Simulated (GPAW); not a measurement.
Crystal: MgSi.

```
CELL_PARAMETERS angstrom
2.90839 0.00000 0.00000
0.00000 2.90839 0.00000
0.00000 0.00000 4.10343
ATOMIC_POSITIONS crystal
Si 0.50000 0.50000 0.50000
Mg 0.00000 0.00000 0.00000
```

The cell comes from a database or a generator and needn't be the stable form of this composition.

Base run:

- Program: GPAW 26.7.0
- Functional: LDA
- Potentials or basis: the program's PAW data sets (release 1.2.1) made for this functional, other valence
- Cutoff: 600 eV
- Basis: pw
- k mesh: 7 × 7 × 5
- Occupations: fermi-dirac, width 0.05 eV
- Spin: no spin polarisation

Its results: band gap on the k mesh none (metal or under the smearing width); pressure -2.9 GPa.

The run is repeated on the same cell with these changes: functional from LDA to r2SCAN; potentials or basis from the program's PAW data sets (release 1.2.1) made for this functional, other valence to GPAW PAW data sets (gpaw-data 1.2.1); valence electrons from 6 to 14. What comes out?

Band gap on the k mesh none (metal or under the smearing width); pressure -1.9 GPa.

Caveats: the cutoff is short for stress and forces, so pressures can be off by a GPa or more; the PAW data sets were made with another functional, which shifts forces and pressure a little (some runs).

Not every run made on this cell is shown here.
